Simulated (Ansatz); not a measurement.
# BP (F-43m) in Ansatz: a series of runs

The runs below take BP through Born charges and dielectric tensor, band structure, with PBE, RPBE.

Program: Ansatz 0.2.0. These are calculated values, not measurements. Logs are shortened: lines on timing, memory, paths and dates and some standing lists are left out, and cuts for length are marked.

## Step 1: The structure

It takes space group F-43m (No. 216, cubic). Conventional cell: a = 4.538 Å, b = 4.538 Å, c = 4.538 Å, α = 90.00°, β = 90.00°, γ = 90.00°. Around P (site symmetry -43m) lie 4 B at 1.97 Å. Around B (site symmetry -43m) lie 4 P at 1.97 Å.

## Step 2: Born charges and dielectric tensor, PBE

File input.yaml:

```yaml
crystal:
  lattice:
    - [0.0, 2.269, 2.269]
    - [2.269, 0.0, 2.269]
    - [2.269, 2.269, 0.0]
  atoms:
    - { symbol: P, position: [0.75, 0.75, 0.75] }
    - { symbol: B, position: [0.0, 0.0, 0.0] }
hamiltonian:
  xc: pbe
  pseudopotentials: { kind: paw }
kpoints:
  mp_grid: { grid: [10, 10, 10] }
scf:
  occupations: { method: fixed }
output:
  eigenvalues: true
dielectric:
  method: response
```

Potentials or basis: Ansatz PAW.

On the command line:

```
> ansatz run input.yaml --threads 2 --pin off --max-ram 5632MiB --backend cpu --events-out ev --progress --plain --runs-dir out
```

Output:

```text
Warning: RAYON_NUM_THREADS=2 ignored (pool sized by the plan → 2); use --threads N
Engine: ansatz 0.2.0, x86_64-unknown-linux-gnu
Pseudopotentials: kind: paw
Pseudopotential: P, paw, valence charge 5, recommended cutoff 420 eV (normal), P.paw.azcp
Pseudopotential: B, paw, valence charge 3, recommended cutoff 420 eV (normal), B.paw.azcp
Functional definition: PBE
  parameter kappa = 0.804
  parameter beta = 0.06672455060314922
  exchange = pbe_x(kappa = kappa, mu = beta*pi^2/3)
  correlation = pbe_c(beta = beta)
Crystal: 2 atoms, lattice volume = 23.363 Å³
Basis set: ecut = 420 eV, 459 PW (Γ), exchange–correlation on 48×48×48 points (8 copies of the dense FFT grid, shifted against one another)
Bands: 8, of which v1, the nominal top of the filled ones, is band 4 counted from 1 (3 counted from 0)
Symmetry: 24 space group operations
k-points: 171 of 1000 (irreducible under 4 space group operations, time reversal used)
Non-local potential: P, projectors of the file, l = 0: 2, l = 1: 2, l = 2: 2
Non-local potential: B, projectors of the file, l = 0: 2, l = 1: 2, l = 2: 1
PAW form: soft (Blöchl's): semilocal exchange-correlation on the pseudo side does not see the compensation charge
PAW one-centre angular grid: P, 110 points (default); XC on 64 Gauss nodes
PAW one-centre angular grid: B, 110 points (default); XC on 64 Gauss nodes
Initial density: superposition of atomic densities (neutral atoms: chi_scale 0, normalization atom), corrected by the library's trained network
Initial wavefunctions: pseudopotential atomic-orbital guess
Functional: x = pbe(κ = 0.804, μ = 0.2195149727645171), c = pbe(β = 0.06672455060314922)
SCF iter   1: F=—  HF=-912.446364 eV  |F-HF|=—  |Δ(HF+E_count)|=         —  Δρ=1.57e-3  dr2=5.15e-4  ethr=1.77e-3  ⟨swp⟩=5.1  Hψ=10017  notcnv=0  defer=323
preconditioner: auto → none  [insulator: Δε(μ)=1.239 eV  Ē_g=12.799 eV  n_scr=0 (ndim 8)  ℏωp=21.7 eV  f_vac=0.000  ε∞_Penn≈3.9]
SCF iter   2: F=—  HF=-912.446467 eV  |F-HF|=—  |Δ(HF+E_count)|=   1.04e-4  Δρ=8.80e-4  dr2=1.78e-4  ethr=6.44e-6  ⟨swp⟩=2.4  Hψ=3767  notcnv=0  defer=335
SCF iter   3: F=—  HF=-912.446433 eV  |F-HF|=—  |Δ(HF+E_count)|=   3.48e-5  Δρ=4.14e-4  dr2=1.91e-5  ethr=2.22e-6  ⟨swp⟩=2.0  Hψ=1928  notcnv=0  defer=333
SCF iter   4: F=—  HF=-912.446455 eV  |F-HF|=—  |Δ(HF+E_count)|=   2.18e-5  Δρ=1.37e-4  dr2=5.56e-6  ethr=2.38e-7  ⟨swp⟩=2.0  Hψ=2062  notcnv=0  defer=322
SCF iter   5: F=—  HF=-912.446453 eV  |F-HF|=—  |Δ(HF+E_count)|=   1.70e-6  Δρ=3.87e-5  dr2=4.45e-7  ethr=6.95e-8  ⟨swp⟩=2.0  Hψ=1917  notcnv=0  defer=291
SCF iter   6: F=—  HF=-912.446453 eV  |F-HF|=—  |Δ(HF+E_count)|=   4.51e-7  Δρ=1.11e-5  dr2=3.72e-8  ethr=5.57e-9  ⟨swp⟩=2.0  Hψ=2003  notcnv=0  defer=285
SCF iter   7: F=—  HF=-912.446453 eV  |F-HF|=—  |Δ(HF+E_count)|=   1.15e-8  Δρ=1.44e-6  dr2=6.20e-10  ethr=4.65e-10  ⟨swp⟩=2.0  Hψ=2011  notcnv=0  defer=285
SCF iter   8: F=-912.446453 eV  HF=-912.446453 eV  |F-HF|=9.09e-13  |Δ(HF+E_count)|=  1.97e-10  Δρ=5.74e-8  dr2=9.53e-13  ethr=1.25e-12  ⟨swp⟩=6.7  Hψ=6854  notcnv=0
SCF 1 converged in 8 iterations: F = -912.446453 eV  dr2 = 9.53e-13
NSCF: frozen V_eff on 2 k-points
DFPT response loops at Γ: preconditioner auto → none (the input reference at scf.mixing.eps_inf says where Resta's filter doesn't serve); β = 0.50; Broyden in place of MSR1
── the response to a field inside a basis, on 10×10×10 k-points: an SCF that follows is theirs, and a resumed run solves both again ──
Bands: 5, of which v1, the nominal top of the filled ones, is band 4 counted from 1 (3 counted from 0)
k-points: 110 of 1000 (irreducible under 6 space group operations, time reversal used)
Initial density: handed on by an earlier stage of this run
Initial wavefunctions: pseudopotential atomic-orbital guess (no wavefunctions were taken with the density)
Eigensolver: Dense (110 Hₖ)
SCF iter   1: F=—  HF=-912.447181 eV  |F-HF|=—  |Δ(HF+E_count)|=         —  Δρ=1.48e-4  dr2=6.40e-7  ethr=1.00e-1
preconditioner: auto → none  [insulator: Δε(μ)=1.462 eV  Ē_g=9.892 eV  n_scr=0 (ndim 8)  ℏωp=21.7 eV  f_vac=0.000  ε∞_Penn≈5.8]
SCF iter   2: F=—  HF=-912.447183 eV  |F-HF|=—  |Δ(HF+E_count)|=   2.06e-6  Δρ=7.68e-5  dr2=1.85e-7  ethr=8.00e-9
SCF iter   3: F=-912.447183 eV  HF=-912.447183 eV  |F-HF|=2.48e-8  |Δ(HF+E_count)|=   7.48e-7  Δρ=1.11e-5  dr2=3.47e-8  ethr=2.31e-9
SCF 1 converged in 3 iterations: F = -912.447183 eV  dr2 = 3.47e-8
DFPT response loops at Γ: mixed as the last ones told, above
SCF converged after 8 iterations
Free energy (F): -912.446453 eV
Harris-Foulkes:  -912.446453 eV  (|F-HF|=9.09e-13)
Internal energy: -912.446453 eV  (E = F + TS)
E sigma→0 (E₀):  -912.446453 eV
Fermi energy:    9.264321 eV
--- Per-component energies (eV) ---
  E_band       = 22.181263
  E_kinetic    = 121.696597
  E_local      = -67.907636  (includes V_loc(G=0)·N_el)
  E_nonlocal   = 45.025928
  E_hartree    = 17.052586
  E_xc         = -94.859195
  E_vxc        = -100.531384  (∫ρ·V_xc dr)
  E_paw        = -647.963216  (= ΣΔE_a)
  E_vpaw       = -10.207413  (= ΣTr[D̂ρ^β])
  E_aug_tail   = 0.000001  (compensation charges beyond the density's cutoff)
  E_ewald      = -285.491518
  E_smearing   = -0.000000  (= −TS)
  E_closure    = -0.000000  (closes the sum)
  Σ components = -912.446453   (vs F -912.446453, Δ=0.00e0)
--- Band table (eV; the first three rows and the last of 171) ---
  k-point 0: bands = ["-6.1924", "9.2643", "9.2643", "9.2643", "12.6683", "12.6683", "12.6683", "16.6359"]
  k-point 1: bands = ["-6.0124", "7.9644", "8.9702", "8.9702", "13.0750", "13.0750", "13.1015", "17.1574"]
  k-point 2: bands = ["-5.4791", "5.6238", "8.4118", "8.4118", "13.2960", "13.7919", "13.7919", "18.3300"]
  k-point 170: bands = ["-1.3750", "1.2788", "3.3722", "4.5978", "14.1575", "15.4574", "17.0411", "17.6056"]
--- Dielectric response (ions clamped): 3 representative field directions + reference, inside a basis on a mesh of 1000 k-points (Σ response iterations 12) ---
  ε∞ (high-frequency dielectric tensor):
        9.154066    -0.000000     0.000000
       -0.000000     9.154066     0.000000
        0.000000     0.000000     9.154066
  Born effective charges Z* (e; rows j = field, columns β = displacement):
    site 0:
         0.51417    0.00000    0.00000
        -0.00000    0.51417    0.00000
        -0.00000   -0.00000    0.51417
    site 1:
        -0.51417   -0.00000   -0.00000
         0.00000   -0.51417   -0.00000
         0.00000    0.00000   -0.51417
  Z* charge neutrality: 7.146e-5 e pre-enforcement
  solved inside a basis spanned on kpoints, on 10×10×10 k-points, its susceptibility summed on 14×14×14: ε∞ is read to err by 2.7e-2, Z* by 5.5e-3 e (field_mesh: kpoints solves on kpoints); Z* is corrected for what the basis lacks
```

Wall time 14 s (2 threads of Intel Xeon at 2.70GHz, shared host); peak memory 0.46 GiB.

What came out:

```
Free energy                             : -912.4465 eV
Band gap on the k mesh                  : 1.24 eV, indirect (least direct gap 3.40 eV)
Electronic dielectric tensor (diagonal) : 9.15
Born charges (mean of the diagonal)     : P +0.51; B -0.51 e
```

Levels at points of the mesh, in eV from the valence-band top:
| k point | band 1 | band 2 | band 3 | band 4 | band 5 | band 6 | band 7 | band 8 |
| --- | --- | --- | --- | --- | --- | --- | --- | --- |
| (0.00, 0.00, 0.00) | -15.46 | 0.00 | 0.00 | 0.00 | 3.40 | 3.40 | 3.40 | 7.37 |
| (0.00, 0.00, -0.50) | -12.13 | -9.03 | -1.76 | -1.76 | 3.78 | 4.71 | 4.71 | 10.12 |
| (0.00, -0.50, -0.50) | -10.60 | -8.58 | -4.11 | -4.11 | 1.34 | 1.66 | 12.08 | 12.08 |
| (-0.50, 0.00, 0.00) | -12.13 | -9.03 | -1.76 | -1.76 | 3.78 | 4.71 | 4.71 | 10.12 |
| (-0.50, 0.00, -0.50) | -10.60 | -8.58 | -4.11 | -4.11 | 1.34 | 1.66 | 12.08 | 12.08 |

Electronic dielectric tensor:
```
9.15 0.00 0.00
0.00 9.15 0.00
0.00 0.00 9.15
```

Born effective charge tensors (e):
atom 1, P
```
0.51 0.00 0.00
0.00 0.51 0.00
0.00 0.00 0.51
```
atom 2, B
```
-0.51  0.00  0.00
 0.00 -0.51  0.00
 0.00  0.00 -0.51
```

## Step 3: Band structure, RPBE

File input.yaml:

```yaml
crystal:
  lattice:
    - [0.0, 2.269, 2.269]
    - [2.269, 0.0, 2.269]
    - [2.269, 2.269, 0.0]
  atoms:
    - { symbol: P, position: [0.75, 0.75, 0.75] }
    - { symbol: B, position: [0.0, 0.0, 0.0] }
hamiltonian:
  xc: rpbe
  pseudopotentials: { kind: paw }
kpoints:
  mp_grid: { grid: [10, 10, 10] }
  band_path:
    path:
      - [[0.0, 0.0, 0.0], [0.5, 0.0, 0.5], [0.5, 0.25, 0.75], [0.375, 0.375, 0.75], [0.0, 0.0, 0.0], [0.5, 0.5, 0.5], [0.625, 0.25, 0.625], [0.5, 0.25, 0.75], [0.5, 0.5, 0.5], [0.375, 0.375, 0.75]]
      - [[0.625, 0.25, 0.625], [0.5, 0.0, 0.5]]
    npoints: 14
scf:
  occupations: { method: fermi_dirac, width: 0.05 }
  n_extra_bands: 6
output:
  forces: true
  stress: true
  eigenvalues: true
  fatbands: false
```

Potentials or basis: Ansatz PAW.

On the command line:

```
> ansatz run input.yaml --threads 2 --pin off --max-ram 5632MiB --backend cpu --events-out ev --progress --plain --runs-dir out
```

Wall time 2 s (2 threads of Intel Xeon at 2.70GHz, shared host); peak memory 0.3 GiB.

Results (log left out):

| Property | Result |
| --- | --- |
| Free energy | -916.7493 eV |
| Pressure | 4.0 GPa |
| Band gap on the k mesh | 1.27 eV, indirect (least direct gap 3.40 eV) |
| Band gap along the path | 1.27 eV, indirect (least direct gap 3.40 eV) |

Levels at the corners of the path, in eV from the valence-band top:
```tsv
point	band 2	band 3	band 4	band 5	band 6	band 7
Γ	0.00	0.00	0.00	3.40	3.40	3.40
X	-8.62	-4.12	-4.12	1.35	1.71	12.14
W	-8.11	-5.67	-5.46	5.36	6.80	7.28
K	-8.21	-6.22	-3.51	2.18	6.03	9.74
Γ	0.00	0.00	0.00	3.40	3.40	3.40
L	-9.05	-1.76	-1.76	3.80	4.71	4.71
U	-8.21	-6.22	-3.51	2.18	6.03	9.74
W	-8.11	-5.67	-5.46	5.36	6.80	7.28
L	-9.05	-1.76	-1.76	3.80	4.71	4.71
K	-8.21	-6.22	-3.51	2.18	6.03	9.74
U	-8.21	-6.22	-3.51	2.18	6.03	9.74
X	-8.62	-4.12	-4.12	1.35	1.71	12.14
```

Caveat: the PAW data sets come from PBE, with cores solved anew for the run's functional, which leaves a small shift of forces and pressure. Expect the measured gap to be larger: semilocal functionals such as RPBE lack the derivative discontinuity.
